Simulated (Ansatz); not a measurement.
# GaN: the cost of one run

Computed with Ansatz 0.2.0 (DFT PBE0, scalar-relativistic, plane waves, PAW, unless a step's input says otherwise).

### 1 The structure to begin with

Symmetry: Fm-3m, No. 225, cubic system. The conventional cell has a = 4.240 Å, b = 4.240 Å, c = 4.240 Å, α = 90.00°, β = 90.00°, γ = 90.00°. Ga (site symmetry m-3m) has 6 N at 2.12 Å as nearest neighbours. N (site symmetry m-3m) has 6 Ga at 2.12 Å as nearest neighbours.

Coordinates:

```cif
data_structure
_symmetry_space_group_name_H-M 'P 1'
_symmetry_Int_Tables_number 1
_cell_length_a 2.9981
_cell_length_b 2.9981
_cell_length_c 2.9981
_cell_angle_alpha 60.000
_cell_angle_beta 60.000
_cell_angle_gamma 60.000
_cell_volume 19.06
loop_
_atom_site_label
_atom_site_type_symbol
_atom_site_fract_x
_atom_site_fract_y
_atom_site_fract_z
_atom_site_occupancy
Ga1 Ga 0.00000 0.00000 0.00000 1
N1 N 0.50000 0.50000 0.50000 1
```

The cell was made up by rule, so the compound may not exist in this form.

This is a trial structure, the rocksalt prototype, and another one may lie lower.

### 2 Seeking zero pressure, try 1

input.yaml

```yaml
crystal:
  lattice:
    - [0.0, 2.12, 2.12]
    - [2.12, 0.0, 2.12]
    - [2.12, 2.12, 0.0]
  atoms:
    - { symbol: Ga, position: [0.0, 0.0, 0.0] }
    - { symbol: "N", position: [0.5, 0.5, 0.5] }
basis:
  ecutwfc: 420
kpoints:
  mp_grid: { grid: [8, 8, 8] }
hamiltonian:
  xc: pbe0
scf:
  occupations: { method: gaussian, width: 0.05 }
output:
  forces: true
  stress: true
  eigenvalues: true
```

The run is started by

```
$ ansatz run input.yaml --threads 4 --pin off --max-ram 12288MiB --backend cpu --events-out ev --progress --plain --runs-dir out
```

**Question.** How long does this run take on 4 threads of Arm Neoverse N1, shared host, and how much memory does it need?

About 16 s, with a peak of 1.2 GiB.
